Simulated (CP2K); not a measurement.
ZnAu: single point with PBE

The system is ZnAu.

```
Au Zn
1.0
     3.14700    0.00000    0.00000
     0.00000    3.14700    0.00000
     0.00000    0.00000    3.14700
Au Zn
1 1
Direct
  0.00000 0.00000 0.00000
  0.50000 0.50000 0.50000
```

```json
{"Program": "CP2K 2026.2", "Task": "single point", "Functional": "PBE", "Potentials or basis": "POTENTIAL_UZH Au GTH-PBE-q11, Zn GTH-PBE-q12; TZVP-MOLOPT-PBE-GTH basis", "Density cutoff": "6803 eV", "k mesh": "8 × 8 × 8", "Occupations": "fermi-dirac, width 0.05 eV", "Spin": "no spin polarisation"}
```

| Quantity | Value |
| --- | --- |
| Pressure | 7.6 GPa |
| Band gap on the k mesh | none (metal or under the smearing width) |
| Mulliken charges | Au +0.12; Zn -0.12 e |
| Hirshfeld charges | Au -0.04; Zn +0.04 e |

Levels at points of the mesh, in eV from the Fermi level:
```csv
k point,band 7,band 8,band 9,band 10,band 11,band 12,band 13,band 14,band 15,band 16
"(0.00, 0.00, 0.00)",-5.42,-5.42,-3.70,-3.70,-3.70,5.20,5.20,5.20,9.51,13.15
"(0.00, 0.00, 0.50)",-5.80,-5.40,-4.90,-4.90,-3.87,-2.31,11.50,11.50,11.81,11.81
"(0.00, 0.50, 0.50)",-5.05,-4.05,-4.05,-3.14,-1.91,-1.91,1.06,2.65,10.75,13.44
"(0.50, 0.50, 0.50)",-6.42,-6.42,-3.09,-3.09,1.57,3.89,4.05,4.05,4.05,6.13
```

Wall time 94 s on 1 thread of Arm Neoverse V2, on a shared host, peak memory 0.42 GiB.

Caveat: Mulliken charges move with the basis; the basis of atomic orbitals isn't converged, which shifts pressures, moduli and gaps. Spin-orbit coupling is left out, which matters for the levels of Au.
